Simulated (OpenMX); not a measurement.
The system is Sn.

```
Sn
1.0
    -1.87793    1.89840    1.91025
     1.89462   -1.86981    1.89834
     1.88740    1.87928   -1.88166
Sn
1
Direct
  0.00960 0.00631 0.99674
```

The cell isn't the ideal one: cell strained at random at fixed volume.

Program: OpenMX 3.8.5. Alike in all runs: task single point; level PBE; no spin polarisation; cell strained at random at fixed volume; smearing fermi-dirac 0.05 eV.

Task: Order these runs on this cell by their pressure, lowest first.
A. potentials or basis OpenMX 2013 PBE set, Sn7.0-s3p2d2, grid cutoff 500 Ry; k mesh 7 × 7 × 7; mesh quality not flagged
B. potentials or basis OpenMX 2013 PBE set, Sn7.0-s3p2d2, grid cutoff 500 Ry; k mesh 5 × 5 × 5; mesh quality coarse
C. potentials or basis OpenMX 2013 PBE set, Sn7.0-s3p2d2f1, grid cutoff 500 Ry; k mesh 11 × 11 × 11; mesh quality not flagged

Result: C (-22.6 GPa), A (-6.9 GPa), B (-1.0 GPa).

Caveats: some runs use coarse meshes; the basis of atomic orbitals isn't converged, which shifts pressures, moduli and gaps.
